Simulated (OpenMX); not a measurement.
SiO2:

```
Si O
1.0
     4.97559    0.00000    0.00000
     0.00000    4.97559    0.00000
     0.00000    0.00000    6.90089
Si O
4 8
Cartesian
  3.9966 3.9966 3.4504
  3.4668 1.5088 1.7252
  1.5088 3.4668 5.1757
  0.9790 0.9790 0.0000
  3.7902 0.5492 2.9815
  4.4263 1.1854 0.4690
  0.5492 3.7902 3.9194
  1.3024 1.9386 5.6446
  1.1854 4.4263 6.4319
  3.6732 3.0370 2.1942
  1.9386 1.3024 1.2562
  3.0370 3.6732 4.7067
```

The cell comes from a database or a generator and needn't be the stable form of this composition.

* Program: OpenMX 3.8.5
* Task: single point
* Functional: PBE
* Potentials or basis: OpenMX 2013 PBE set, Si7.0-s2p2d1, O6.0-s2p2d1, grid cutoff 400 Ry
* k mesh: 7 × 7 × 5
* Occupations: fermi-dirac, width 0.05 eV
* Spin: no spin polarisation

On this cell: pressure 8.6 GPa; largest force 0.773 eV/Å; band gap on the k mesh 6.12 eV, direct.

The same run follows on a disturbed copy (atoms moved at random, drawn with an rms of 0.05 Å):

```xyz
12
Lattice="4.9756 0.0000 0.0000 0.0000 4.9756 0.0000 0.0000 0.0000 6.9009" Properties=species:S:1:pos:R:3 pbc="T T T"
Si    4.0339    4.0270    3.4583
Si    3.4259    1.5145    1.7291
Si    1.5007    3.4707    5.1790
Si    0.9710    0.9738    0.0247
O     3.8289    0.5474    2.9893
O     4.3890    1.1779    0.4556
O     0.5949    3.8075    3.8999
O     1.3201    1.8621    5.6316
O     1.1729    4.3869    6.4250
O     3.6245    3.0834    2.2431
O     1.9648    1.2837    1.2638
O     3.0822    3.7003    4.6900
```

What does the disturbed cell give?

The energy moves by +23.3 meV/atom; pressure 7.5 GPa; largest force 3.698 eV/Å; band gap on the k mesh 5.94 eV, direct.

Forces on the atoms (eV/Å):
```
Si   0.015 -0.650  0.316
Si   3.162  1.062  1.597
Si   1.847 -1.666 -0.711
Si  -0.462 -0.751 -0.534
O   -0.119  2.247 -0.390
O    0.225  0.042 -0.328
O    0.345 -0.029 -0.815
O    0.356  1.527 -1.170
O   -0.470  0.930  2.040
O   -0.367 -1.829 -2.142
O   -2.928 -0.290 -0.074
O   -1.606 -0.591  2.219
```

Caveats: an odd mesh through Γ misses points on the zone boundary, where band edges often lie; the basis of atomic orbitals isn't converged, which shifts pressures, moduli and gaps.
